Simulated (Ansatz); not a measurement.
# Hf2B: the cost of one run

Program: Ansatz 0.2.0. Level of theory: DFT PBE, scalar-relativistic, plane waves, PAW, unless a step names another level. These are calculated values, not measurements.

### Step 1. The system as given

Symmetry: P-3m1, No. 164, trigonal system. Conventional cell: a = 3.170 Å, b = 3.170 Å, c = 11.333 Å, α = 90.00°, β = 90.00°, γ = 120.00°. Hf (site symmetry 3m) has 6 B at 2.50 to 2.51 Å as nearest neighbours. Hf (site symmetry 3m) has 12 Hf at 3.12 to 3.26 Å as nearest neighbours. B (site symmetry 3m) has 3 B at 1.83 Å and 6 Hf at 2.50 to 2.51 Å as nearest neighbours.

Structure file:

```cif
data_structure
_symmetry_space_group_name_H-M 'P-3m1'
_symmetry_Int_Tables_number 164
_cell_length_a 3.1700
_cell_length_b 3.1700
_cell_length_c 11.3330
_cell_angle_alpha 90.000
_cell_angle_beta 90.000
_cell_angle_gamma 120.000
_cell_volume 98.63
loop_
_atom_site_label
_atom_site_type_symbol
_atom_site_symmetry_multiplicity
_atom_site_Wyckoff_symbol
_atom_site_fract_x
_atom_site_fract_y
_atom_site_fract_z
_atom_site_occupancy
Hf1 Hf 2 c 0.00000 0.00000 0.15110 1
Hf2 Hf 2 d 0.33333 0.66667 0.38870 1
B1 B 2 d 0.33333 0.66667 0.99946 1
```

It came out lowest among 25 distinct ends of the trial cells. At a tolerance of 0.05 Å it has space group P-3m1 (No. 164).

### Step 2. Tight relaxation for the response runs, on the response runs' mesh and smearing

input.yaml reads:

```yaml
crystal:
  lattice:
    - [3.1699944049, 0.0, 0.0]
    - [-1.5849972025, 2.7452956845, 0.0]
    - [0.0, 0.0, 11.3329820358]
  atoms:
    - { symbol: Hf, position: [0.0, 0.0, 0.151101229] }
    - { symbol: Hf, position: [0.0, 0.0, 0.848898771] }
    - { symbol: Hf, position: [0.3333333333, 0.6666666667, 0.3887028186] }
    - { symbol: Hf, position: [0.6666666667, 0.3333333333, 0.6112971814] }
    - { symbol: B, position: [0.3333333333, 0.6666666667, 0.9994615067] }
    - { symbol: B, position: [0.6666666667, 0.3333333333, 0.0005384933] }
basis:
  ecutwfc: 420
kpoints:
  mp_grid: { grid: [12, 12, 4] }
hamiltonian:
  xc: pbe
scf:
  occupations: { method: gaussian, width: 0.1 }
output:
  forces: true
  stress: true
  eigenvalues: true
relax:
  adjacent_minimum: "off"
  f_tol: 0.001
  max_steps: 60
  cell: { stress_tol: 0.01 }
```

The run is started by

```sh
ansatz run input.yaml --threads 3 --pin off --max-ram 7680MiB --backend cpu --events-out ev --progress --plain --runs-dir out
```

What time and memory should one allow on 3 threads of Intel Xeon Platinum 8259CL at 2.50GHz (Skylake/Cascade Lake), shared host?

About 36 s, with a peak of 0.73 GiB.
